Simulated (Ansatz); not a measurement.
Ansatz input

```yaml
crystal:
  lattice:
    - [2.7597961734, 0.0, 0.0]
    - [-1.3798980867, 2.3900535954, 0.0]
    - [0.0, 0.0, 4.7765533806]
  atoms:
    - { symbol: Pt, position: [0.3333333333, 0.6666666667, 0.25], spin: 1.0 }
    - { symbol: Pt, position: [0.6666666667, 0.3333333333, 0.75], spin: 1.0 }
hamiltonian:
  xc: pbe
  pseudopotentials:
    kind: paw
    azcp:
      Pt: "pseudopotentials/Pt.paw.azcp"
basis:
  ecutwfc: 420
  fft_grid_basis: typed
kpoints:
  mp_grid: { grid: [21, 21, 11], shift: [0, 0, 0] }
magnetization:
  spin_polarized: true
scf:
  occupations: { method: fermi_dirac, width: 0.05 }
output:
  write_density: true
  write_potential: true
  elf: true
  volumetric_format: npy
```

Terminal output

```
Engine: ansatz 0.2.0, x86_64-unknown-linux-gnu
Pseudopotentials: kind: paw
Pseudopotential: Pt, paw, valence charge 18, recommended cutoff 420 eV (normal) 
Functional definition: PBE
  parameter kappa = 0.804
  parameter beta = 0.06672455060314922
  exchange = pbe_x(kappa = kappa, mu = beta*pi^2/3)
  correlation = pbe_c(beta = beta)
Crystal: 2 atoms, lattice volume = 31.506 Å³
Basis set: ecut = 420 eV, 597 PW (Γ)
Bands: 23, of which v1, the nominal top of the filled ones, is band 18 counted from 1 (17 counted from 0)
Symmetry: 24 space group operations
Space group: P63/mmc (ITA 194), of the structure as read, at distance tolerance 3.2e-5 Å
Magnetic group: BNS 194.263 (UNI 1493), of the structure as read, at distance tolerance 3.2e-5 Å
k-points: 288 of 4851
Non-local potential: Pt, projectors of the file, l = 0: 3, l = 1: 2, l = 2: 2, l = 3: 1
PAW form: soft (Blöchl's): semilocal exchange-correlation on the pseudo side does not see the compensation charge
PAW one-centre angular grid: Pt, 590 points (default); XC on 64 Gauss nodes
Initial density: superposition of atomic densities (chi_scale 0.1, normalization cell)
Starting moments: Σ|m| = 2 μB on 2 of 2 sites
Initial wavefunctions: pseudopotential atomic-orbital guess
Functional: x = pbe(κ = 0.804, μ = 0.2195149727645171), c = pbe(β = 0.06672455060314922)
SCF iter   1: F=—  HF=-25046.217314 eV  |F-HF|=—  |Δ(HF+E_count)|=         —  Δρ=6.59e-2 (↑6.59e-2 ↓2.90e-2)  dr2=1.65e0  dr2_m=3.60e-1  M=0.467 μB ∫|m|=0.467 μB  β_m=0.30  ethr=3.10e-3  ⟨swp⟩=4.7  Hψ=50319  notcnv=0
Mixer restart at iter 1: flushing history
spin=Collinear: Kerker preconditioning applied to the charge; magnetization (m = ρ↑ − ρ↓) channel mixes plain (no charge-response kernel on spin).
SCF iter   2: F=—  HF=-25046.071116 eV  |F-HF|=—  |Δ(HF+E_count)|=   1.46e-1  Δρ=4.89e-2 (↑4.89e-2 ↓2.20e-2)  dr2=8.56e-1  dr2_m=2.09e-1  M=0.377 μB ∫|m|=0.377 μB  β_m=0.65  ethr=3.10e-3  ⟨swp⟩=2.0  Hψ=20000  notcnv=0  defer=165
SCF iter   3: F=—  HF=-25045.934716 eV  |F-HF|=—  |Δ(HF+E_count)|=   1.36e-1  Δρ=6.56e-3 (↑5.72e-3 ↓6.56e-3)  dr2=1.06e-2  dr2_m=5.13e-3  M=0.081 μB ∫|m|=0.091 μB  β_m=0.82  ethr=2.38e-3  ⟨swp⟩=2.1  Hψ=21586  notcnv=0  defer=198
SCF iter   4: F=—  HF=-25045.930964 eV  |F-HF|=—  |Δ(HF+E_count)|=   3.75e-3  Δρ=1.35e-3 (↑1.35e-3 ↓6.23e-4)  dr2=6.18e-4  dr2_m=1.57e-4  M=0.016 μB ∫|m|=0.020 μB  β_m=0.89  ethr=2.94e-5  ⟨swp⟩=2.1  Hψ=29074  notcnv=0  defer=203
SCF iter   5: F=—  HF=-25045.930420 eV  |F-HF|=—  |Δ(HF+E_count)|=   5.43e-4  Δρ=4.54e-4 (↑3.16e-4 ↓4.54e-4)  dr2=2.90e-5  dr2_m=2.93e-5  M=0.007 μB ∫|m|=0.008 μB  β_m=0.94  ethr=1.72e-6  ⟨swp⟩=2.1  Hψ=20888  notcnv=0  defer=203
SCF iter   6: F=—  HF=-25045.930452 eV  |F-HF|=—  |Δ(HF+E_count)|=   3.15e-5  Δρ=4.66e-5 (↑3.88e-5 ↓4.66e-5)  dr2=8.84e-7  dr2_m=6.12e-8  M=0.000 μB ∫|m|=0.000 μB  β_m=0.97  ethr=8.06e-8  ⟨swp⟩=2.4  Hψ=22271  notcnv=0  defer=203
SCF iter   7: F=—  HF=-25045.930453 eV  |F-HF|=—  |Δ(HF+E_count)|=   1.23e-6  Δρ=1.38e-5 (↑1.38e-5 ↓1.09e-5)  dr2=4.59e-8  dr2_m=2.45e-8  M=0.000 μB ∫|m|=0.000 μB  β_m=0.99  ethr=2.46e-9  ⟨swp⟩=2.1  Hψ=23755  notcnv=0  defer=203
SCF iter   8: F=—  HF=-25045.930453 eV  |F-HF|=—  |Δ(HF+E_count)|=   3.25e-8  Δρ=1.82e-6 (↑1.82e-6 ↓1.76e-6)  dr2=2.00e-9  dr2_m=1.25e-11  M=-0.000 μB ∫|m|=0.000 μB  β_m=0.99  ethr=1.28e-10  ⟨swp⟩=2.3  Hψ=21264  notcnv=0  defer=203
SCF iter   9: F=-25045.930453 eV  HF=-25045.930453 eV  |F-HF|=6.18e-11  |Δ(HF+E_count)|=  2.87e-10  Δρ=3.71e-7 (↑3.71e-7 ↓3.53e-7)  dr2=1.50e-10  dr2_m=3.82e-13  M=0.000 μB ∫|m|=0.000 μB  ethr=5.54e-12  ⟨swp⟩=2.6  Hψ=42027  notcnv=0
SCF 1 converged in 9 iterations: F = -25045.930453 eV  dr2 = 1.50e-10
WARN: the starting moments were not kept: the SCF closed with an absolute magnetisation of 2.2e-7 μB, where they sum to 2 μB in size (2 sites). That is at most 0.1 of that sum. Measured as dr2_m measures the in/out step, that magnetisation stands 1.6e-14 eV from none, at or under the dr2_threshold of 1.0e-7 eV: it is no larger than a step whose dr2_m would equal this threshold. The system may hold no moment; this SCF shows only that its start led to no more than that. To try another start: raise the starting moments (crystal.atoms[].spin, magnetization.per_species, magnetization.initial_magnetization, or on a non-collinear deck that types none of these the spinor_matrix: blocks that start its atoms; where the total moment is fixed, keep their sum and leave initial_magnetization as it is; typed ones take the place of any that the run laid by itself, positive ones on a crystal's lanthanoids without a Hubbard term where scf.initial_density.shell_occupations: [] is typed) or, if the notice of its spin-set hold's release reads "site moments contracting" or "site moments show no strong build", lengthen the hold (scf.mixing.spin_hold: { on: { confirm: 4 } }; for m-r²SCAN on two components see the key's manual first). Each may lead to a state that holds a moment. A second SCF, from the converged charge density, with the starting moments and any scf.initial_density.shell_occupations laid on it anew, would have followed, and was not run: the deck does not ask for one (magnetization.retry_lost_moments is false, the default). To let it run, set magnetization.retry_lost_moments: true and run the deck again, where that key's refused combinations let it; where memory then withholds it, that run's warning says so.
SCF converged after 9 iterations
Magnetization: 0.0000 μB (18.0000 up, 18.0000 down)
Absolute magnetization: 0.0000 μB (∫|ρ↑−ρ↓|, with the PAW one-centre terms)
Spin contamination: 0.0000 ħ² per cell (⟨S²⟩ above its minimum at these occupations)
Per-site moments (μB) at R_I (Å): [(4.639470825542435e-8, 1.1384159215200018), (4.6394708370499324e-8, 1.1384159215200018)]
Free energy (F): -25045.930453 eV
Harris-Foulkes:  -25045.930453 eV  (|F-HF|=6.18e-11)
Internal energy: -25045.900963 eV  (E = F + TS)
E sigma→0 (E₀):  -25045.915708 eV
Entropy (-TS):   -0.029490 eV (-14.745 meV/atom)
Fermi energy:    22.052085 eV
--- Per-component energies (eV) ---
  E_band       = -296.806075
  E_kinetic    = 1274.002964
  E_local      = -3043.330424  (includes V_loc(G=0)·N_el)
  E_nonlocal   = 399.765946
  E_hartree    = 1127.225238
  E_xc         = -523.079779
  E_vxc        = -605.032887  (∫ρ·V_xc dr)
  E_paw        = -18907.853066  (= ΣΔE_a)
  E_vpaw       = -576.662140  (= ΣTr[D̂ρ^β])
  E_aug_tail   = 0.000402  (compensation charges beyond the density's cutoff)
  E_ewald      = -5372.632243
  E_smearing   = -0.029490  (= −TS)
  E_closure    = 0.000000  (closes the sum)
  Σ components = -25045.930453   (vs F -25045.930453, Δ=0.00e0)
--- Band table (eV; the first three rows and the last of 576) ---
  k-point 0 ↑: bands = ["-76.2620", "-76.2423", "-30.5520", "-30.3540", "-30.3540", "-30.3130", "-30.3130", "-30.2163", "12.3208", "14.9748", "18.1124", "18.6177", "18.6177", "18.9890", "18.9890", "20.2221", "20.2221", "21.3307", "21.8257", "21.8257", "26.7909", "37.1284", "37.7649"]
  k-point 1 ↑: bands = ["-76.2616", "-76.2428", "-30.5454", "-30.3532", "-30.3532", "-30.3138", "-30.3138", "-30.2233", "12.3924", "14.9658", "18.0938", "18.6060", "18.6060", "18.9676", "18.9676", "20.2761", "20.2761", "20.9800", "21.8116", "21.8116", "27.2735", "36.8369", "38.0938"]
  k-point 2 ↑: bands = ["-76.2605", "-76.2439", "-30.5259", "-30.3508", "-30.3508", "-30.3162", "-30.3162", "-30.2435", "12.6024", "14.9280", "18.0448", "18.5806", "18.5806", "18.9087", "18.9087", "20.2002", "20.4249", "20.4249", "21.7655", "21.7655", "28.4540", "36.4403", "38.4988"]
  k-point 287 ↓: bands = ["-76.2254", "-76.2254", "-30.6260", "-30.6260", "-30.6055", "-30.5934", "-30.3043", "-30.3043", "16.9543", "16.9543", "17.4517", "17.6293", "18.3898", "18.3898", "19.5600", "19.7677", "21.8698", "21.8698", "28.2508", "28.2508", "29.0601", "29.0601", "30.4821"]
```
